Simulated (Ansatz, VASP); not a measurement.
# One calculation of Al, two programs

File INCAR:

```
SYSTEM = Al
ALGO = Fast
EDIFF = 1E-6
ENCUT = 520
GGA = PE
ISIF = 2
ISMEAR = 0
IVDW = 12
LASPH = .TRUE.
LCHARG = .TRUE.
LELF = .TRUE.
LREAL = .FALSE.
LVHAR = .TRUE.
LWAVE = .FALSE.
NBANDS = 10
NELM = 100
PREC = Accurate
SIGMA = 0.15
```

KPOINTS

```
k-points
0
G
  18 18 10
  0 0 0
```

File POSCAR:

```
Al
1.0
    2.8687044585      0.0000000000      0.0000000000
   -1.4343522292      2.3869446258      0.0000000000
    0.0000000000      0.0000000000      4.8668500000
Al
2
Direct
    0.6666666667      0.3333333333      0.7500000000
    0.3333333333      0.6666666667      0.2500000000
```

Input for Ansatz:

```yaml
crystal:
  lattice:
    - [2.8687044585, 0.0, 0.0]
    - [-1.4343522292, 2.3869446258, 0.0]
    - [0.0, 0.0, 4.86685]
  atoms:
    - { symbol: Al, position: [0.6666666667, 0.3333333333, 0.75] }
    - { symbol: Al, position: [0.3333333333, 0.6666666667, 0.25] }
basis:
  ecutwfc: 420
kpoints:
  mp_grid: { grid: [18, 18, 10] }
hamiltonian:
  xc: pbe
  dispersion: d3bj
scf:
  occupations: { method: gaussian, width: 0.15 }
output:
  forces: true
  stress: true
  eigenvalues: true
```

Change from the starting cell: strain +0.0200 x Voigt [1, -1, 0, 0, 0, 0], atoms carried along.

Alike in both runs: task single point; functional PBE; dispersion D3(BJ); k mesh 18 × 18 × 10; occupations gaussian, width 0.15 eV; no spin polarisation.

|  | VASP | Ansatz |
| --- | --- | --- |
| version | VASP 6.6.1 | Ansatz 0.2.0 |
| potentials or method | VASP PAW PBE potentials, release 64 (Al) | scalar-relativistic, plane waves, PAW |
| plane-wave cutoff (eV) | 520 | 420 |
| valence electrons in the cell | 6 | 6 |

```tsv
	VASP	Ansatz	Ansatz less VASP
gap on the k mesh at the Fermi level (eV)	none	none	-
pressure (GPa)	-3.1	-3.0	+0.03
largest component of the traceless stress (GPa)	1.98	1.99	+0.007
```

A gap of «none» marks a metal or a gap that the smearing closes.

Caveats: pairwise dispersion overbinds metals, which lowers pressure and volume.
